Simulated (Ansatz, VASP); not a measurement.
**Fe in VASP and in Ansatz**

```
Fe
1.0
     0.00000    1.79078    1.79078
     1.79078    0.00000    1.79078
     1.79078    1.79078    0.00000
Fe
1
Direct
  0.00000 0.00000 0.00000
```

Change from the starting cell: volume scaled by 0.9405, PAW files.

Alike in both runs: task electric field gradients; functional PBE; k mesh 17 × 17 × 17; occupations fermi-dirac, width 0.03 eV; collinear spin.

|  | VASP | Ansatz |
| --- | --- | --- |
| version | VASP 6.6.1 | Ansatz 0.2.0 |
| potentials or method | VASP PAW PBE potentials, release 64 (Fe) | PAW with Ansatz's default frozen-core files, scalar-relativistic |
| plane-wave cutoff (eV) | 520 | 420 |
| valence electrons in the cell | 8 | 16 |

```tsv
	VASP	Ansatz	Ansatz less VASP
pressure (GPa)	-12.5	7.5	+19.98
net moment per atom (μB)	1.50	2.48	+0.980
size of the moment on the site where the two differ most (μB)	1.49	2.52	+1.024
Vzz of the field gradient on the site that differs most (V/Å²)	0.0	0.0	0.00
```

The net moments differ so much that the two runs ended in different magnetic states, which moves the other rows too. Site moments also hang on the region over which each program counts them. The two sets of potentials don't hold the same shells in valence.
